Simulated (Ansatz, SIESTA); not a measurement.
# GaN: programs and potentials compared

```
CELL_PARAMETERS angstrom
3.21154 0.00000 0.00000
-1.60577 2.78127 0.00000
0.00000 0.00000 10.35684
ATOMIC_POSITIONS crystal
Ga 0.00000 0.00000 0.78587
Ga 0.66667 0.33333 0.03735
Ga 0.33333 0.66667 0.53735
Ga 0.00000 0.00000 0.28587
N 0.00000 0.00000 0.09304
N 0.66667 0.33333 0.34375
N 0.00000 0.00000 0.59304
N 0.33333 0.66667 0.84374
```

The cell is a database's computed one, not the measured one.

Alike in all runs: task band structure; functional PBEsol; k mesh 10 × 10 × 3; occupations fermi-dirac, width 0.05 eV; no spin polarisation; no spin-orbit coupling. Pressure is positive in compression and, in plane waves, holds the error of the finite cutoff, which Ansatz's Pulay term estimates and takes out. Gaps are the smaller of the mesh's and the band path's.

```
                                                                                      program and potentials  plane-wave cutoff (eV)                                                                                   notes  band gap (eV)  pressure (GPa)  largest force (eV/Å)
                                                                                          Ansatz, Ansatz PAW                     420  potentials made for PBE, which Ansatz adapts in part; Pulay term of +0.51 GPa included           0.78           -6.06                 0.243
                                                              Ansatz, all-electron LAPW, scalar-relativistic                       -                                                                                       -           0.79           -6.08                 0.242
SIESTA, files PseudoDojo sr-pbesol-0.4.1-standard, DZP (energy shift 0.003 Ry; two zetas on semicore shells)                       -                                                                            atomic basis           0.82           -3.62                 0.443
```

Force on atom 6 (N), eV/Å:

| program and potentials | x | y | z |
| --- | --- | --- | --- |
| Ansatz, Ansatz PAW | 0.000 | 0.000 | 0.243 |
| Ansatz, all-electron LAPW, scalar-relativistic | 0.000 | 0.000 | 0.242 |
| SIESTA, files PseudoDojo sr-pbesol-0.4.1-standard, DZP (energy shift 0.003 Ry; two zetas on semicore shells) | 0.000 | 0.000 | 0.443 |

The band gap spans 0.78 (Ansatz, Ansatz PAW) to 0.82 eV (SIESTA, files PseudoDojo sr-pbesol-0.4.1-standard, DZP (energy shift 0.003 Ry; two zetas on semicore shells)), with all-electron results at 0.79. The pressure spans -6.08 (Ansatz, all-electron LAPW, scalar-relativistic) to -3.62 GPa (SIESTA, files PseudoDojo sr-pbesol-0.4.1-standard, DZP (energy shift 0.003 Ry; two zetas on semicore shells)), with all-electron results at -6.08. Rows in atomic bases carry the error of their basis and grid, which can be large.

Differences between rows come from potentials, basis sets and numerical settings, since the functional is the same but for its coding. Runs on potential files found faulty are left out.

The PAW and all-electron results nearly coincide in gap, pressure and force, so the PAW potentials hardly affect these quantities here. SIESTA gives a similar gap but a clearly weaker tension and a larger force, probably because errors in its orbital basis partly cancel between the band edges but not in energy derivatives. Its gap is therefore no test of its structural accuracy.

The gap is far below that of ordinary wurtzite GaN, and semilocal exchange-correlation, which underestimates gaps, is probably only part of the reason. The coordinates do not describe a normal tetrahedral polytype: N atom 6 has no Ga directly above it in the next layer, so an axial Ga–N bond is missing. Such undercoordination leaves N lone-pair and Ga dangling-bond character, which can raise the valence edge and lower the conduction edge. The negative pressures mean that the cell would tend to contract in all three runs. None of this establishes the stability of this stacking against wurtzite.
